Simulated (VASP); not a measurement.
# AlP (F-43m) in VASP: a series of runs

Aim: see how the results for AlP move with the level of theory and the settings. Levels: PBEsol, r2SCAN. Tasks: single point.

All numbers are computed with VASP 6.6.1; they aren't measurements. Logs are shortened: lines on timing, memory, paths and dates and some standing lists are left out, and cuts for length are marked.

**Measured values to compare with.**

A printed reference work, data compilation reports, for a bulk crystal of AlP at 4.2 K: band gap 2.505 eV (indirect).

The runs below are set against these values where they give the same quantity.

**1. The cell of the first run**

The structure is cubic, space group F-43m (No. 216). Conventional cell: a = 5.470 Å, b = 5.470 Å, c = 5.470 Å, α = 90.00°, β = 90.00°, γ = 90.00°. Al (site symmetry -43m) has 4 P at 2.37 Å within 3.1 Å. P (site symmetry -43m) has 4 Al at 2.37 Å within 3.1 Å.

**2. Single point, PBEsol**

INCAR reads:

```
SYSTEM = AlP
PREC = Accurate
ENCUT = 500
EDIFF = 1E-6
ISMEAR = 0
SIGMA = 0.02
LREAL = .False.
LASPH = .True.
NELM = 120
ALGO = Normal
ISIF = 2
LWAVE = .False.
LCHARG = .False.
GGA = PS
NBANDS = 11
GGA_COMPAT = .False.
```

KPOINTS reads:

```
Automatic mesh
0
Gamma
  8 8 8
  0 0 0
```

POSCAR reads:

```
AlP
1.0
    0.0000000000      2.7351727408      2.7351727408
    2.7351727408      0.0000000000      2.7351727408
    2.7351727408      2.7351727408      0.0000000000
Al P
1 1
Direct
    0.0000000000      0.0000000000      0.0000000000
    0.2500000000      0.2500000000      0.2500000000
```

Potentials or basis: VASP PAW PBE potentials, release 64 (Al, P).

Run with:

```
cat potpaw_PBE.64/Al/POTCAR potpaw_PBE.64/P/POTCAR > POTCAR
mpirun -np 1 vasp_std > vasp.out
```

OUTCAR:

```text
SYSTEM = AlP
   PREC = Accurate
   ENCUT = 500
   EDIFF = 1E-6
   ISMEAR = 0
   LREAL = .False.
   LASPH = .True.
   NELM = 120
   ISIF = 2
   GGA = PS

 ion  position               nearest neighbor table
   1  0.000  0.000  0.000-   2 2.37   2 2.37   2 2.37   2 2.37
   2  0.250  0.250  0.250-   1 2.37   1 2.37   1 2.37   1 2.37

  LATTYP: Found a face centered cubic cell.
 ALAT       =     5.4703454816

  Lattice vectors:

 A1 = (   0.0000000000,   2.7351727408,   2.7351727408)
 A2 = (   2.7351727408,   0.0000000000,   2.7351727408)
 A3 = (   2.7351727408,   2.7351727408,   0.0000000000)

Analysis of symmetry for initial positions (statically):
=====================================================================
 Subroutine PRICEL returns:
 Original cell was already a primitive cell.

 Routine SETGRP: Setting up the symmetry group for a
 face centered cubic supercell.

 Subroutine GETGRP returns: Found 24 space group operations
 (whereof 24 operations were pure point group operations)
 out of a pool of 48 trial point group operations.

The static configuration has the point symmetry T_d .

Analysis of symmetry for dynamics (positions and initial velocities):
=====================================================================
 Subroutine PRICEL returns:
 Original cell was already a primitive cell.

 Routine SETGRP: Setting up the symmetry group for a
 face centered cubic supercell.

 Subroutine GETGRP returns: Found 24 space group operations
 (whereof 24 operations were pure point group operations)
 out of a pool of 48 trial point group operations.

The dynamic configuration has the point symmetry T_d .

 Subroutine INISYM returns: Found 24 space group operations
 (whereof 24 operations are pure point group operations),
 and found     1 'primitive' translations

----------------------------------------------------------------------------------------

                                     Primitive cell

  volume of cell :      40.9246

  direct lattice vectors                    reciprocal lattice vectors
     0.000000000  2.735172741  2.735172741    -0.182803811  0.182803811  0.182803811
     2.735172741  0.000000000  2.735172741     0.182803811 -0.182803811  0.182803811
     2.735172741  2.735172741  0.000000000     0.182803811  0.182803811 -0.182803811

  length of vectors
     3.868118385  3.868118385  3.868118385     0.316625488  0.316625488  0.316625488

  position of ions in fractional coordinates (direct lattice)
     0.000000000  0.000000000  0.000000000
     0.250000000  0.250000000  0.250000000

  ion indices of the primitive-cell ions
   primitive index   ion index
                 1           1
                 2           2

----------------------------------------------------------------------------------------

 KPOINTS: Automatic mesh

Automatic generation of k-mesh.
 Grid dimensions read from file:
 generate k-points for:    8    8    8

 Generating k-lattice:

  Cartesian coordinates                     Fractional coordinates (reciprocal lattice)
    -0.022850476  0.022850476  0.022850476     0.125000000  0.000000000  0.000000000
     0.022850476 -0.022850476  0.022850476     0.000000000  0.125000000  0.000000000
     0.022850476  0.022850476 -0.022850476     0.000000000  0.000000000  0.125000000

  Length of vectors
     0.039578186  0.039578186  0.039578186

  Shift w.r.t. Gamma in fractional coordinates (k-lattice)
     0.000000000  0.000000000  0.000000000

 Subroutine IBZKPT returns following result:
 ===========================================

 Found     29 irreducible k-points:

 Following reciprocal coordinates:
            Coordinates               Weight
  0.000000  0.000000  0.000000      1.000000
  0.125000  0.000000  0.000000      8.000000
  0.250000  0.000000  0.000000      8.000000
  0.375000  0.000000  0.000000      8.000000
  0.500000  0.000000  0.000000      4.000000
  0.125000  0.125000  0.000000      6.000000
[... 16 lines left out ...]
  0.500000  0.250000  0.125000     48.000000
 -0.375000  0.250000  0.125000     24.000000
 [... further k-points ...]
   k-points           NKPTS =     29   k-points in BZ     NKDIM =     29   number of bands    NBANDS=     11
   number of dos      NEDOS =    301   number of ions     NIONS =      2
   total plane-waves  NPLWV =  21952
   dimension x,y,z NGX =    28 NGY =   28 NGZ =   28
   dimension x,y,z NGXF=    56 NGYF=   56 NGZF=   56
   ions per type =               1   1
   NGX,Y,Z   is equivalent  to a cutoff of  12.03, 12.03, 12.03 a.u.
   NGXF,Y,Z  is equivalent  to a cutoff of  24.07, 24.07, 24.07 a.u.
 SYSTEM =  AlP
   PREC   = accura    normal or accurate (medium, high low for compatibility)
   ISTART =      0    job   : 0-new  1-cont  2-samecut
   ICHARG =      2    charge: 1-file 2-atom 10-const
   ISPIN  =      1    spin polarized calculation?
   LNONCOLLINEAR =      F non collinear calculations
   LSORBIT =      F    spin-orbit coupling
   LASPH  =      T    aspherical Exc in radial PAW
   ENCUT  =  500.0 eV  36.75 Ry    6.06 a.u.   7.05  7.05  7.05*2*pi/ulx,y,z
   NELM   =    120;   NELMIN=  2; NELMDL= -5     # of ELM steps
   EDIFF  = 0.1E-05   stopping-criterion for ELM
   LREAL  =      F    real-space projection
   EDIFFG = 0.1E-04   stopping-criterion for IOM
   NSW    =      0    number of steps for IOM
   IBRION =     -1    ionic relax: 0-MD 1-quasi-New 2-CG
   NFREE  =      0    steps in history (QN), initial steepest desc. (CG)
   ISIF   =      2    stress and relaxation
   ISYM   =      2    0-nonsym 1-usesym 2-fastsym
   POTIM  = 0.5000    time-step for ionic-motion
   TEBEG  =    0.0;   TEEND  =   0.0 temperature during run
   PSTRESS=    0.0 pullay stress
   NELECT =       8.0000    total number of electrons
   NUPDOWN=      -1.0000    fix difference up-down
   EMIN   =  10.00;   EMAX   =-10.00  energy-range for DOS
   EFERMI =   0.00;   METHOD = LEGACY
   ISMEAR =     0;   SIGMA  =   0.02  broadening in eV -4-tet -1-fermi 0-gaus
   EFERMI_NEDOS =   21; number of points for ismear=-14 and -15
   IALGO  =     38    algorithm
   IMIX   =      4    mixing-type and parameters
     AMIX     =   0.40;   BMIX     =  1.00
     AMIX_MAG =   1.60;   BMIX_MAG =  1.00
  volume/ion in A,a.u.               =      20.46       138.09
  Fermi-wavevector in a.u.,A,eV,Ry     =   0.950116  1.795459 12.282263  0.902721
  Thomas-Fermi vector in A             =   2.078463
   LORBIT       =      0    0 simple, 1 ext, 2 COOP (PROOUT), +10 PAW based schemes
   GGA     = PS    functional components
   LHFCALC =     F    Hartree Fock is set to
   AEXX    =    0.0000 exact exchange contribution
   IVDW    =     0    specifies the selected vdW correction
   LEPSILON=     F    determine dielectric tensor
   LRPA    =     F    only Hartree local field effects (RPA)
 non-spin polarized calculation
 Gauss-broadening in eV      SIGMA  =   0.02
  energy-cutoff  :      500.00
  volume of cell :       40.92
 maximum number of plane-waves:      1056
   NGX = 15   NGY = 15   NGZ = 15

 number of electron       8.0000000 magnetization

 Free energy of the ion-electron system (eV)
  ---------------------------------------------------
  ext. energy  EPLUGINS =         0.00000000
  ---------------------------------------------------
  free energy    TOTEN  =       -10.99516480 eV

  energy without entropy =      -10.99516480  energy(sigma->0) =      -10.99516480

 E-fermi :   4.5810     XC(G=0):  -9.3432

 val. band max:        4.4834211740   @ k =   0.0000   0.0000   0.0000
 cond. band min:       5.9328724319   @ k =   0.5000   0.5000   0.0000
 fundamental gap:      1.4494512579
 Fermi energy:         4.5810311054

 k-point     1 :       0.0000    0.0000    0.0000
  band No.  band energies     occupation
      1      -7.0116      2.00000
      2       4.4834      2.00000
      3       4.4834      2.00000
      4       4.4834      2.00000
      5       7.6390      0.00000
      6       8.9877      0.00000
      7       8.9877      0.00000
      8       8.9877      0.00000
      9      13.2792      0.00000
     10      13.2792      0.00000
     11      14.5393      0.00000

 k-point     2 :       0.1250    0.0000    0.0000
  band No.  band energies     occupation
      1      -6.8391      2.00000
      2       3.2435      2.00000
      3       4.3345      2.00000
      4       4.3345      2.00000
      5       8.0815      0.00000
      6       9.2712      0.00000
      7       9.2712      0.00000
      8       9.4862      0.00000
      9      12.7694      0.00000
     10      12.7694      0.00000
     11      15.1814      0.00000

 k-point     3 :       0.2500    0.0000    0.0000
  band No.  band energies     occupation
      1      -6.3533      2.00000
      2       1.2870      2.00000
      3       4.0395      2.00000
      4       4.0395      2.00000
      5       7.7085      0.00000
      6       9.5716      0.00000
      7       9.5716      0.00000
      8      11.2901      0.00000
      9      12.7387      0.00000
     10      12.7387      0.00000
     11      14.6383      0.00000

 k-point     4 :       0.3750    0.0000    0.0000
  band No.  band energies     occupation
      1      -5.6991      2.00000
      2      -0.3580      2.00000
      3       3.8043      2.00000
      4       3.8043      2.00000
      5       7.3313      0.00000
      6       9.3752      0.00000
      7       9.3752      0.00000
      8      12.4675      0.00000
      9      14.1340      0.00000
     10      14.1340      0.00000
     11      14.9359      0.00000
[... 239 lines left out ...]
 k-point    22 :       0.3750    0.2500    0.1250
  band No.  band energies     occupation
      1      -5.9420      2.00000
      2       0.9678      2.00000
      3       2.5705      2.00000
      4       3.5639      2.00000
      5       8.2516      0.00000
      6       9.2209      0.00000
      7       9.8391      0.00000
      8      11.2285      0.00000
      9      12.7431      0.00000
     10      15.1929      0.00000
     11      17.2585      0.00000

 k-point    23 :       0.5000    0.2500    0.1250
  band No.  band energies     occupation
      1      -5.3427      2.00000
      2      -0.1450      2.00000
      3       2.0011      2.00000
      4       3.1768      2.00000
      5       8.3450      0.00000
      6       9.1876      0.00000
      7      10.4355      0.00000
      8      11.5154      0.00000
      9      13.8726      0.00000
     10      15.7091      0.00000
     11      17.1852      0.00000

 k-point    24 :      -0.3750    0.2500    0.1250
  band No.  band energies     occupation
      1      -5.0137      2.00000
      2      -0.7072      2.00000
      3       1.8663      2.00000
      4       2.9879      2.00000
      5       8.3422      0.00000
      6       8.9185      0.00000
      7      11.3032      0.00000
      8      12.0946      0.00000
      9      13.3854      0.00000
     10      15.8217      0.00000
     11      17.1348      0.00000

 [... further k-points ...]
[... 5 lines left out ...]
  --------------------------------------------------------------------------------------
  -------------------------------------------------------------------------------------
  Total        0.0105707      0.0105707      0.0105707      0.0000000      0.0000000     -0.0000000
  in kB        0.4138379      0.4138379      0.4138379      0.0000000      0.0000000     -0.0000000
  external PRESSURE =       0.4138379 kB  Pullay stress =       0.0000000 kB

 VOLUME and BASIS-vectors are now :
 -----------------------------------------------------------------------------
  energy-cutoff  :      500.00
  volume of cell :       40.92
      direct lattice vectors                 reciprocal lattice vectors
     0.000000000  2.735172741  2.735172741    -0.182803811  0.182803811  0.182803811
     2.735172741  0.000000000  2.735172741     0.182803811 -0.182803811  0.182803811
     2.735172741  2.735172741  0.000000000     0.182803811  0.182803811 -0.182803811

 POSITION                                       TOTAL-FORCE (eV/Angst)
 -----------------------------------------------------------------------------------
      0.00000      0.00000      0.00000         0.000000      0.000000      0.000000
      1.36759      1.36759      1.36759        -0.000000     -0.000000     -0.000000
 -----------------------------------------------------------------------------------
    total drift:                                0.000000      0.000000      0.000000

  FREE ENERGIE OF THE ION-ELECTRON SYSTEM (eV)
  ---------------------------------------------------
  free  energy   TOTEN  =       -10.9951648014 eV

  energy  without entropy=      -10.9951648014  energy(sigma->0) =      -10.99516480
```

Run time: 13 s. Hardware: 1 thread of Intel Xeon Platinum 8488C (Sapphire Rapids), shared host; peak memory 0.15 GiB.

Results:

```
Free energy            : -10.9952 eV
Pressure               : 0.0 GPa
Band gap on the k mesh : 1.45 eV, indirect (least direct gap 3.16 eV)
```

Caveat: the PAW data sets were made with another functional, which shifts forces and pressure a little.

(Part 1 of 2 ends here.)
